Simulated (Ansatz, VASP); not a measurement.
# BiTe in VASP and in Ansatz

```xyz
2
Lattice="0.0000 3.1913 3.1913 3.1913 0.0000 3.1913 3.1913 3.1913 0.0000" Properties=species:S:1:pos:R:3 pbc="T T T"
Bi    0.0000    0.0000    0.0000
Te    3.1913    3.1913    3.1913
```

Change from the starting cell: volume scaled by 0.96.

Alike in both runs: task single point; functional PBE; k mesh 7 × 7 × 7; occupations fermi-dirac, width 0.05 eV; no spin polarisation.

|  | VASP | Ansatz |
| --- | --- | --- |
| version | VASP 6.6.1 | Ansatz 0.2.0 |
| potentials or method | VASP PAW PBE potentials, release 64 (Bi_d, Te) | Ansatz PAW |
| plane-wave cutoff (eV) | 520 | 420 |
| valence electrons in the cell | 21 | 31 |

```tsv
	VASP	Ansatz	Ansatz less VASP
gap on the k mesh at the Fermi level (eV)	none	none	-
pressure (GPa)	3.1	3.2	+0.05
```

A gap of «none» marks a metal or a gap that the smearing closes. The two sets of potentials don't hold the same shells in valence.

Caveats: spin-orbit coupling is left out, which moves the levels of the heavy elements.
